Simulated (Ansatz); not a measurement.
The system is Au.

```
Au
1.0
    -1.65727    1.65727    1.65727
     1.65727   -1.65727    1.65727
     1.65727    1.65727   -1.65727
Au
1
Direct
  0.00000 0.00000 0.00000
```

This isn't the form of Au at room conditions, which is fcc.

Base run:

| Item | Value |
| --- | --- |
| Program | Ansatz 0.2.0 |
| Functional | PBEsol |
| Potentials or basis | Ansatz PAW |
| Cutoff | 420 eV (not typed: the program's choice for these potentials) |
| k mesh | 11 × 11 × 11 |
| Occupations | fermi-dirac, width 0.05 eV |
| Spin | no spin polarisation |

Its results: band gap on the k mesh none (metal or under the smearing width); pressure -8.9 GPa.

Q: The run is repeated on the same cell with these changes: functional from PBEsol to r2SCAN; cutoff from 420 eV (not typed: the program's choice for these potentials) to 500 eV (not typed: the program's choice for these potentials); k mesh from 11 × 11 × 11 to 6 × 6 × 6. What comes out?

A: Band gap on the k mesh none (metal or under the smearing width); pressure -4.9 GPa.

Several settings changed at once, so the effect can't be laid on one alone.

Caveats: some runs use coarse meshes; spin-orbit coupling is left out, which moves the levels of the heavy elements; the PAW data sets come from PBE, with cores solved anew for the run's functional, which leaves a small shift of forces and pressure.
